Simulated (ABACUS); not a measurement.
# SnTe (Fm-3m) in ABACUS: notebook

Aim: see how the results for SnTe move with the level of theory and the settings. Levels: AM05, PBE. Tasks: single point, relaxation of cell and atoms.

Everything below comes from runs of ABACUS 3.10.1. Logs are shortened: lines on timing, memory, paths and dates and some standing lists are left out, and cuts for length are marked.

**The experiment to reproduce.**

From a printed reference work, textbook, for a bulk crystal of SnTe at 300 K: band gap 0.18 eV (direct).

How close the calculation comes is told below.

## Step 1: Starting point

The structure is cubic, space group Fm-3m (No. 225). Conventional cell: a = 6.302 Å, b = 6.302 Å, c = 6.302 Å, α = 90.00°, β = 90.00°, γ = 90.00°. Te (site symmetry m-3m) is surrounded by 6 Sn at 3.15 Å. Sn (site symmetry m-3m) is surrounded by 6 Te at 3.15 Å.

## Step 2: Single point, AM05

Contents of INPUT:

```
INPUT_PARAMETERS
suffix              SnTe
calculation         scf
basis_type          pw
pseudo_dir          ./
symmetry            1
dft_functional      GGA_X_AM05+GGA_C_AM05
ecutwfc             40
pseudo_rcut         10
nspin               1
nbands              20
ks_solver           dav
smearing_method     fd
smearing_sigma      0.00367493
scf_thr             1e-08
scf_nmax            100
mixing_type         broyden
mixing_beta         0.7
cal_force           1
cal_stress          1
ecutrho             320
out_chg             1
out_pot             2
out_elf             0
kpar                4
```

Contents of STRU:

```
ATOMIC_SPECIES
Te 127.6000 te_pbesol_v1.uspp.F.UPF
Sn 118.7100 sn_pbesol_v1.4.uspp.F.UPF

LATTICE_CONSTANT
1.8897261246

LATTICE_VECTORS
0.0000000000 3.1508500000 3.1508500000
3.1508500000 0.0000000000 3.1508500000
3.1508500000 3.1508500000 0.0000000000

ATOMIC_POSITIONS
Direct

Te
0.0
1
0.5000000000 0.5000000000 0.5000000000 1 1 1

Sn
0.0
1
0.0000000000 0.0000000000 0.0000000000 1 1 1
```

Contents of KPT:

```
K_POINTS
0
Gamma
6 6 6 0 0 0
```

Potentials or basis: GBRV ultrasoft 1.5 PBEsol, plane waves.

On the command line:

```
$ OMP_NUM_THREADS=1 mpirun -np 4 abacus > log
```

running log:

```text
ABACUS v3.10.1

               Atomic-orbital Based Ab-initio Computation at UStc

 ------------------------------------------------------------------------------------

 READING GENERAL INFORMATION
                           global_out_dir = OUT.SnTe/
                           global_in_card = INPUT
                               pseudo_dir = ./
                              orbital_dir =
                                    DSIZE = 4
                                    GSIZE = 1

 READING UNITCELL INFORMATION
                                    ntype = 2
                  lattice constant (Bohr) = 1.88973
              lattice constant (Angstrom) = 1

 READING ATOM TYPE 1
                               atom label = Te
                      L=0, number of zeta = 1
                      L=1, number of zeta = 1
                      L=2, number of zeta = 1
             number of atom for this type = 1

 READING ATOM TYPE 2
                               atom label = Sn
                      L=0, number of zeta = 1
                      L=1, number of zeta = 1
                      L=2, number of zeta = 1
             number of atom for this type = 1

                        TOTAL ATOM NUMBER = 2
DIRECT COORDINATES
    atom                   x                   y                   z     mag                  vx                  vy                  vz
taud_Te1            0.5000000000        0.5000000000        0.5000000000  0.0000        0.0000000000        0.0000000000        0.0000000000
taud_Sn1            0.0000000000        0.0000000000        0.0000000000  0.0000        0.0000000000        0.0000000000        0.0000000000

                          Volume (Bohr^3) = 422.192
                             Volume (A^3) = 62.5623

 Lattice vectors: (Cartesian coordinate: in unit of a_0)
                   +0            +3.15085            +3.15085
             +3.15085                  +0            +3.15085
             +3.15085            +3.15085                  +0
 Reciprocal vectors: (Cartesian coordinate: in unit of 2 pi/a_0)
            -0.158687           +0.158687           +0.158687
            +0.158687           -0.158687           +0.158687
            +0.158687           +0.158687           -0.158687
 The esolver type has been set to : ksdft_pw

                PAO radial cut off (Bohr) = 10

 Read in pseudopotential file is te_pbesol_v1.uspp.F.UPF
                     pseudopotential type = US
          exchange-correlation functional = PBEsol
                 nonlocal core correction = 1
                        valence electrons = 6
                                     lmax = 2
                           number of zeta = 2
                     number of projectors = 5
                           L of projector = 0
                           L of projector = 0
                           L of projector = 1
                           L of projector = 1
                           L of projector = 2
 XC functional updated to : GGA_X_AM05+GGA_C_AM05
          exchange-correlation functional = GGA_X_AM05+GGA_C_AM05
                PAO radial cut off (Bohr) = 10

 Read in pseudopotential file is sn_pbesol_v1.4.uspp.F.UPF
                     pseudopotential type = US
          exchange-correlation functional = PBEsol
                 nonlocal core correction = 1
                        valence electrons = 14
                                     lmax = 2
                           number of zeta = 3
                     number of projectors = 6
                           L of projector = 0
                           L of projector = 0
                           L of projector = 1
                           L of projector = 1
                           L of projector = 2
                           L of projector = 2
 XC functional updated to : GGA_X_AM05+GGA_C_AM05
          exchange-correlation functional = GGA_X_AM05+GGA_C_AM05
     initial pseudo atomic orbital number = 13

 SETUP THE ELECTRONS NUMBER
            electron number of element Te = 6
      total electron number of element Te = 6
            electron number of element Sn = 14
      total electron number of element Sn = 14
            AUTOSET number of electrons:  = 20
                           occupied bands = 10
                                   NBANDS = 20
                                   NLOCAL = 18

%%%%%%%%%%%%%%%%%%%%%%%%%%%%%%%%%%%%%%%%%%%%%%%%%%%%%%%%%%%%%%%%%%%%%%%%%%%%%%%%%%%%%%%%%%%%%%%%%%%%%%%%%%
 Warning: the number of valence electrons in pseudopotential > 4 for Sn: [Kr] 4d10 5s2 5p2
 Pseudopotentials with additional electrons can yield (more) accurate outcomes, but may be less efficient.
 If you're confident that your chosen pseudopotential is appropriate, you can safely ignore this warning.
%%%%%%%%%%%%%%%%%%%%%%%%%%%%%%%%%%%%%%%%%%%%%%%%%%%%%%%%%%%%%%%%%%%%%%%%%%%%%%%%%%%%%%%%%%%%%%%%%%%%%%%%%%

 SETUP THE PLANE WAVE BASIS
 energy cutoff for charge/potential (unit:Ry) = 160
            fft grid for charge/potential = [ 36, 36, 36 ]
                        fft grid division = [ 1, 1, 1 ]
        big fft grid for charge/potential = [ 48, 48, 48 ]
                                     nbxx = 110592
                                     nrxx = 46656

 SETUP PLANE WAVES FOR CHARGE/POTENTIAL
[... 64 lines left out ...]

 SETUP K-POINTS
                                    nspin = 1
                   Input type of k points = Monkhorst-Pack(Gamma)
                                   nkstot = 216
                       right hand lattice = 1
(for reciprocal lattice: )
                             BRAVAIS TYPE = 2
                     BRAVAIS LATTICE NAME = 02. Cubic I (body-centered)
                                    ibrav = 2
                       right hand lattice = 1
(for k-lattice: )
                             BRAVAIS TYPE = 2
                     BRAVAIS LATTICE NAME = 02. Cubic I (body-centered)
                                    ibrav = 2
                       right hand lattice = 1
                        ROTATION MATRICES = 48
                               nkstot_ibz = 16
K-POINTS REDUCTION ACCORDING TO SYMMETRY
     IBZ    DIRECT_X    DIRECT_Y    DIRECT_Z  WEIGHT  ibz2bz
       1  0.00000000  0.00000000  0.00000000  0.0046       0
       2  0.16666667  0.16666667  0.16666667  0.0370       1
       3  0.33333333  0.33333333  0.33333333  0.0370       2
       4  0.50000000  0.50000000  0.50000000  0.0185       3
       5  0.16666667  0.16666667  0.00000000  0.0278       7
       6  0.33333333  0.33333333  0.16666667  0.1111       8
[... 8 lines left out ...]
      15  0.50000000  0.33333333 -0.33333333  0.1111      52
      16  0.50000000  0.33333333 -0.16666667  0.0556      58

                               nkstot now = 16
[... K-POINTS DIRECT COORDINATES: 16 rows ...]

           k-point number in this process = 4
       minimum distributed K point number = 4
[... stars of the k points ...]

[... K-POINTS CARTESIAN COORDINATES: 4 rows ...]

[... K-POINTS DIRECT COORDINATES: 4 rows ...]

 SETUP PLANE WAVES FOR WAVE FUNCTIONS
     energy cutoff for wavefunc (unit:Ry) = 40
              fft grid for wave functions = [ 36, 36, 36 ]
                    number of plane waves = 2229
                         number of sticks = 223

 PARALLEL PW FOR WAVE FUNCTIONS
     PROC   COLUMNS(POT)             PW
        1            223           2229
 --------------- sum -------------------
        1            223           2229

 SETUP NONLOCAL PSEUDOPOTENTIALS IN PLANE WAVE BASIS
 Te non-local projectors:
 projector 1 L=0
 projector 2 L=0
 projector 3 L=1
 projector 4 L=1
 projector 5 L=2
 Sn non-local projectors:
 projector 1 L=0
 projector 2 L=0
 projector 3 L=1
 projector 4 L=1
 projector 5 L=2
 projector 6 L=2
      TOTAL NUMBER OF NONLOCAL PROJECTORS = 31

 Init Non-Local PseudoPotential table :
 Init Non-Local-Pseudopotential done.

                                     npwx = 1820

 Make real space PAO into reciprocal space.
       max mesh points in Pseudopotential = 771
     dq(describe PAO in reciprocal space) = 0.01
                                    max q = 763

 number of pseudo atomic orbitals for Te is 2
WARNING: norm of atomic wavefunction # 2 of atomic type Te is 0.999975, renormalized

 number of pseudo atomic orbitals for Sn is 3
WARNING: norm of atomic wavefunction # 3 of atomic type Sn is 0.999979, renormalized

 -------------------------------------------
 SELF-CONSISTENT
 -------------------------------------------
                                 init_chg = atomic

 PW ALGORITHM --------------- ION=   1  ELEC=   1--------------------------------

 Density error is 0.709414457776
                          Error Threshold = 0.01
----------------------------------------------------------
     Energy           Rydberg                 eV
----------------------------------------------------------
 E_KohnSham     -184.8947491461      -2515.6221186678
 E_Harris       -194.7969116238      -2650.3479508856
 E_Fermi        0.6499584804         8.8431387971
----------------------------------------------------------
[... 63 lines left out ...]
 Density error is 5.35404355823e-09
                          Error Threshold = 3.11571493389e-10
----------------------------------------------------------
     Energy           Rydberg                 eV
----------------------------------------------------------
 E_KohnSham     -185.1403807577      -2518.9641081939
 E_KS(sigma->0) -185.1403149153      -2518.9632123631
 E_Harris       -185.1403725824      -2518.9639969632
 E_band         -8.1229820766        -110.5188409932
 E_one_elec     -71.1582553266       -968.1577321808
 E_Hartree      47.3472163838        644.1919272593
 E_xc           -56.6338686188       -770.5433129997
 E_Ewald        -104.6953415114      -1424.4531986110
 E_entropy(-TS) -0.0001316847        -0.0017916617
 E_descf        0.0000000000         0.0000000000
 E_exx          0.0000000000         0.0000000000
 E_Fermi        0.5990207423         8.1500953160
----------------------------------------------------------

 charge density convergence is achieved
 final etot is -2518.9641082 eV
 EFERMI = 8.150095316 eV
The vacuum level is 22.561700628 eV

 STATE ENERGY(eV) AND OCCUPATIONS    NSPIN == 1
 1/4 kpoint (Cartesian) = 0.0000 0.0000 0.0000 (1807 pws)
       1       -13.7198     0.00925926
       2       -13.7198     0.00925926
       3       -13.7145     0.00925926
       4       -13.7145     0.00925926
       5       -13.7145     0.00925926
       6       -4.71210     0.00925926
[... 78 lines left out ...]
      19        17.9735    1.75250e-87
      20        23.1320        0.00000

------------------------------------------------------------------------------------------
 TOTAL-FORCE (eV/Angstrom)
------------------------------------------------------------------------------------------
                       Te1         0.0000000000         0.0000000000         0.0000000000
                       Sn1         0.0000000000         0.0000000000         0.0000000000
------------------------------------------------------------------------------------------

----------------------------------------------------------------
 TOTAL-STRESS (KBAR)
----------------------------------------------------------------
        -2.0321053725         0.0000000000         0.0000000000
        -0.0000000000        -2.0321053725        -0.0000000000
         0.0000000000        -0.0000000000        -2.0321053725
----------------------------------------------------------------
 TOTAL-PRESSURE: -2.032105 KBAR

 --------------------------------------------
 !FINAL_ETOT_IS -2518.9641081939321339 eV
 --------------------------------------------
```

It took 16 s on 4 MPI ranks of Intel Xeon Platinum 8488C (Sapphire Rapids), shared host; peak memory 0.84 GiB.

What came out:

- Free energy: -2518.9641 eV
- Pressure: -0.2 GPa
- Band gap on the k mesh: 0.16 eV, direct

Caveat: the potentials were made for another functional, which shifts forces and pressure; spin-orbit coupling is left out, which moves the levels of the heavy elements.

## Step 3: Single point, PBE

Contents of run_abacus.py:

```python
"""ABACUS run from a structure file: ASE reads it, the script writes STRU, KPT and INPUT."""
import re
import subprocess
from ase.io import read
from ase.units import Bohr

atoms = read("POSCAR")
atoms = atoms[(-atoms.numbers).argsort(kind="stable")]  # ABACUS lists atoms element by element
pseudo = {'Te': '52_Te_16_2.3_2.3_pbe_n_v1.0.upf', 'Sn': '50_Sn_14_2.5_3.0_pbe_n_v1.0.upf'}
orbital = {}
magmoms = None
kmesh = [6, 6, 6]
params = {
    'suffix': 'SnTe',
    'calculation': 'scf',
    'basis_type': 'pw',
    'pseudo_dir': './',
    'symmetry': 1,
    'dft_functional': 'pbe',
    'ecutwfc': 83,
    'pseudo_rcut': 10,
    'nspin': 1,
    'nbands': 25,
    'ks_solver': 'dav',
    'smearing_method': 'fd',
    'smearing_sigma': 0.00367493,
    'scf_thr': 1e-08,
    'scf_nmax': 100,
    'mixing_type': 'broyden',
    'mixing_beta': 0.7,
    'cal_force': 1,
    'cal_stress': 1,
    'out_chg': 1,
    'out_pot': 2,
    'out_elf': 1,
}

symbols = atoms.get_chemical_symbols()
elements = list(dict.fromkeys(symbols))
lines = ["ATOMIC_SPECIES"] + [f"{e} {atoms.get_masses()[symbols.index(e)]:.4f} {pseudo[e]}" for e in elements]
if orbital:
    lines += ["", "NUMERICAL_ORBITAL"] + [orbital[e] for e in elements]
lines += ["", "LATTICE_CONSTANT", f"{1 / Bohr:.10f}", "", "LATTICE_VECTORS"]
lines += [" ".join(f"{x:.10f}" for x in v) for v in atoms.cell]
lines += ["", "ATOMIC_POSITIONS", "Direct"]
for e in elements:
    lines += ["", e, "0.0", str(symbols.count(e))]
    for i, p in enumerate(atoms.get_scaled_positions(wrap=False)):
        if symbols[i] == e:
            mag = "" if magmoms is None else " mag " + " ".join(str(x) for x in (magmoms[i] if isinstance(magmoms[i], list) else [magmoms[i]]))
            lines.append(" ".join(f"{x:.10f}" for x in p) + " 1 1 1" + mag)
open("STRU", "w").write("\n".join(lines) + "\n")
open("KPT", "w").write("K_POINTS\n0\nGamma\n%d %d %d 0 0 0\n" % tuple(kmesh))
open("INPUT", "w").write("INPUT_PARAMETERS\n" + "".join(f"{k:<20s}{v}\n" for k, v in params.items()))

done = subprocess.run(['mpirun', '-np', '4', 'abacus'])
if done.returncode:
    raise SystemExit(done.returncode)
log = open("OUT.SnTe/running_scf.log").read()
print("final energy (eV):", re.findall(r"FINAL_ETOT_IS (\S+)", log))
```

Contents of POSCAR:

```
SnTe
1.0
    0.0000000000      3.1508500000      3.1508500000
    3.1508500000      0.0000000000      3.1508500000
    3.1508500000      3.1508500000      0.0000000000
Te Sn
1 1
Direct
    0.5000000000      0.5000000000      0.5000000000
    0.0000000000      0.0000000000      0.0000000000
```

Potentials or basis: SPMS ONCV 1.0 PBE, plane waves.

On the command line:

```
$ OMP_NUM_THREADS=1 python run_abacus.py > log
```

It took 9.4 s on 4 MPI ranks of Intel Xeon Platinum 8488C (Sapphire Rapids), shared host; peak memory 0.32 GiB.

The run converged. Its results:

| Property | Result |
| --- | --- |
| Free energy | -4626.6999 eV |
| Pressure | 2.3 GPa |
| Band gap on the k mesh | 0.10 eV, direct |

Levels at points of the mesh, in eV from the valence-band top:
| k point | band 11 | band 12 | band 13 | band 14 | band 15 | band 16 | band 17 | band 18 | band 19 | band 20 |
| --- | --- | --- | --- | --- | --- | --- | --- | --- | --- | --- |
| (0.00, 0.00, 0.00) | -12.82 | -4.70 | -2.15 | -2.15 | -2.15 | 3.36 | 3.36 | 3.36 | 4.78 | 4.78 |
| (0.50, 0.50, 0.50) | -11.54 | -8.34 | -1.81 | -1.81 | 0.00 | 0.10 | 0.36 | 0.36 | 7.81 | 8.84 |
| (0.50, 0.50, 0.00) | -11.24 | -6.48 | -5.59 | -3.75 | -3.75 | 2.18 | 4.93 | 4.93 | 6.37 | 9.16 |

Caveat: spin-orbit coupling is left out, which moves the levels of the heavy elements.

[end of part 1 of 2]
